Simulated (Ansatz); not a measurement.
**NiO under changes of volume**

One of the cells (9.076 Å³/atom); the others are scaled copies at fixed shape and fractional positions:

```
Ni O
1.0
     0.00000    2.08590    2.08590
     2.08590    0.00000    2.08590
     2.08590    2.08590    0.00000
Ni O
1 1
Direct
  0.00000 0.00000 0.00000
  0.50000 0.50000 0.50000
```

* Program: Ansatz 0.2.0
* Functional: r2SCAN
* Potentials or basis: Ansatz PAW
* Cutoff: 500 eV (not typed: the program's choice for these potentials)
* k mesh: 11 × 11 × 11
* Occupations: fermi-dirac, width 0.05 eV
* Spin: collinear spin, ferromagnetic start
* Starting moments: [1.0, 0.0] μB

```csv
volume (Å³/atom),energy over the lowest point (meV/atom),pressure (GPa),gap on the mesh (eV)
8.531,35.49,18.7,0.59
8.713,17.66,12.8,0.67
8.894,6.25,7.5,0.75
9.076,?,?,?
9.257,0.00,-1.6,0.89
9.439,4.11,-5.5,0.95
9.620,12.30,-9.0,1.00
```

Problem. What does the run at 9.076 Å³/atom give?

Solution. Energy over the lowest point 0.55 meV/atom; pressure 2.7 GPa; gap on the mesh 0.82 eV.

Worked out: A Birch-Murnaghan fit of order 3 (a polynomial in V^(-2/3)) to the other rows has its minimum at 9.19 Å³/atom with B0 = V·E''(V) = 215 GPa and B' = 4.4. It gives 0.55 meV/atom at 9.076 Å³/atom, against the run's 0.55, and -dE/dV = 2.7 GPa, against 2.7. A parabola through the other rows of the gap, of slope 3.43 eV per unit of ln V there, gives 0.82 eV, against the run's 0.82.

Energies are extrapolated to zero smearing.

Caveats: the magnetic or orbital state may not be the lowest; odd divisions of the mesh miss points on the zone boundary, where band edges often lie, so the gap on the mesh can be too wide; a cell with one magnetic atom can't hold antiferromagnetic order, which such compounds often take; the PAW data sets come from PBE, with cores solved anew for the run's functional, which leaves a small shift of forces and pressure.

A mesh can miss the band edges.
